## Doubling the slide

In a harmonic well, doubling a displacement multiplies its energy by four. From 0.2 to 0.4 Å, the energy of this mode in WSe₂ grows by a factor of 4.0 on the negative side but only 3.0 on the positive side. One direction looks like a perfect spring and the other like a tiring one. Both come from the same landscape, and the perfect spring is an accident of opposing corrections.

A 26.4 cm⁻¹ vibrational mode of WSe₂ (6-atom cell, P6₃/mmc, a = 3.279 Å, c = 12.789 Å) frozen in at growing amplitude. Calculated with Ansatz 0.2.0 by scalar-relativistic plane-wave PAW density functional theory, using PBE with D3(BJ) dispersion, a 420 eV cutoff and a 12×12×2 k mesh. Free energies are relative to the undisturbed cell; pressure is positive in compression.

```csv
amplitude (Å of the largest displacement),energy change (meV a cell),force along mode (eV/Å),pressure (GPa)
-0.4,153.9,0.729,0.76
-0.3,87.6,0.585,0.43
-0.2,38.4,0.394,0.19
-0.1,9.2,0.190,0.04
0,0.0,0.000,-0.01
0.1,8.0,-0.152,0.03
0.2,28.7,-0.253,0.14
0.3,56.6,-0.294,0.29
0.35,71.3,-0.292,0.38
0.4,85.6,-0.276,0.46
```

## What moves

Each Se–W–Se layer slides almost rigidly, and neighbouring layers move in opposite directions. The amplitude is the largest displacement of an atom, so the layers shift against each other by about twice that length. The shortest W–Se distance stays at 2.53 Å throughout. The cost therefore arises between the layers and not in their strong bonds.

## A hollow with three neighbours

Seen from above, a Se atom at the face of one layer rests in the hollow between three Se atoms of the next. Along most lines, such a hollow looks different forwards and backwards. With the usual atomic sites of this structure, the negative slide heads within 15° of one neighbour, while the positive slide passes between the other two. At 0.4 Å the nearest sideways offset between facing Se atoms has shrunk from 1.9 Å to 1.1 Å on the negative side, but only to 1.4 Å on the positive side.

Theory supplies the reason why closeness costs energy: filled electron shells that overlap repel each other. The calculation doesn't split the energy into such parts, but with those sites the costlier sense at a given amplitude is the one where facing Se atoms come closest. The nearest offset alone does not set the energy: an offset of about 1.5 Å costs 38.4 meV at −0.2 Å but 56.6 meV at +0.3 Å.

## Two corrections to the spring

For very small slides this well is close to a parabola. The next term is cubic in the amplitude: it raises the energy on the side facing a neighbour and lowers it on the other. The term after that is quartic, and here it lowers both sides. Averaging the two senses cancels the cubic term, and at 0.4 Å that average is 119.8 meV, against 139.3 meV for the harmonic well. Such flattening is expected of a landscape that repeats with the lattice and cannot climb for ever.

On the negative side the two corrections oppose each other. The cubic one wins, and at both 0.2 and 0.4 Å the energy lies about a tenth above the harmonic value from the mode's wavenumber. The ratio of the two energies therefore imitates a harmonic spring. A higher odd term helps the coincidence: half the difference between the two senses grows about sevenfold from 0.2 to 0.4 Å, where a pure cubic would grow eightfold. On the positive side the cubic and quartic terms add. There the restoring force peaks near 0.3 Å at 0.294 eV/Å and has slipped to 0.276 eV/Å at 0.4 Å. The energy is still rising at that point, so the scan reaches neither a barrier top nor a second minimum.

## An estimate worked through

The simplest repeating landscape is a sum of three waves, one for each shortest in-plane repeat of the lattice:

$$E=V\sum_{i=1}^{3}\left[\cos(\theta_i+120^\circ)+\tfrac12\right],\qquad \theta_i=g\,s\cos\gamma_i$$

Here $s$ is the relative slide, $\gamma_i$ the angle between slide and wave, and $g=4\pi/(\sqrt3\times3.279\ \text{Å})=2.21$ Å⁻¹. The 120° belongs to a hollow if only the facing Se atoms matter.

The strength $V$ follows from the mode's own stiffness. Its wavenumber, 26.4 cm⁻¹, and its moving masses give a harmonic energy of 139.3 meV at 0.4 Å. For small slides the formula becomes $\tfrac38V(gs)^2$. Since Se moves 0.994 times the amplitude, $s=2\times0.994\times0.4=0.795$ Å and $gs=1.76$, so

$$V=\frac{139.3}{0.375\times1.76^2}\approx120\ \text{meV}.$$

At +0.4 Å the angles $\gamma_i$ are 195°, 75° and −45°, which makes $\theta_i$ equal to −97°, 26° and 71°. Then

$$E\approx120\,(0.92-0.83-0.98+1.5)\approx73\ \text{meV}.$$

The calculation gives 85.6 meV. At −0.4 Å the same formula gives 156 meV against 153.9 meV. No energy of the scan entered either estimate.

## Where the simple picture falls short

The estimate is 14 % too low on the easy side, and its success on the other side is partly luck. At 0.4 Å it puts the average of the two senses about 5 meV too low and half their difference about 7 meV too high. These errors nearly cancel on the negative side and add up on the positive one. With Se atoms alone, the next hollow would be as comfortable as the first. In the real crystal a W atom lies behind one kind of hollow and not the other, so leaving it probably costs extra; the calculated forces show that W takes part, since it carries about a fifth of the sideways force described below, but they don't show that it causes the miss.

Weighting the even and odd parts of the waves separately, by least squares on all ten energies, brings the typical miss down to 0.7 meV. The odd part then weighs 1.385 times the even part, against 1.73 for Se alone. The fitted well is about 4 % stiffer than the wavenumber gives, so the slides up to 0.2 Å come out about 3 % too high. The fitted landscape also predicts a push at right angles to the slide. At −0.4 Å it gives 0.130 eV/Å on each layer, and the calculation 0.132 eV/Å. This match owes more to symmetry than to the three waves. Around any threefold hollow the cubic term varies as $s^3\cos3\alpha$, with $\alpha$ the angle from a neighbour. At 15° the sideways force is therefore expected to be three times the cubic energy divided by $s$. With half the difference of the two senses, 34 meV, and $s=0.795$ Å, that already gives 0.129 eV/Å. The force along the slide is matched less well, with a shortfall of 7 % at +0.4 Å.

## Using the result

The sideways push means that a free layer would leave this straight path for an easier one. The layers also try to move apart: the pressure reaches 0.76 GPa at −0.4 Å and 0.46 GPa at +0.4 Å, because the cell is held fixed, and most of it acts along the stacking axis, where the stress is about 1.9 and 0.9 GPa. Within this method, the energies are therefore upper estimates of what sliding this far costs, not friction barriers. Each cell also contains two equivalent gaps between layers, both sheared, so a single gap accounts for half of each energy.

For another direction in the same crystal, look at what the slide faces. Straight towards a Se neighbour, the asymmetry should be greatest. At right angles to that line, a mirror plane makes the two senses equal.
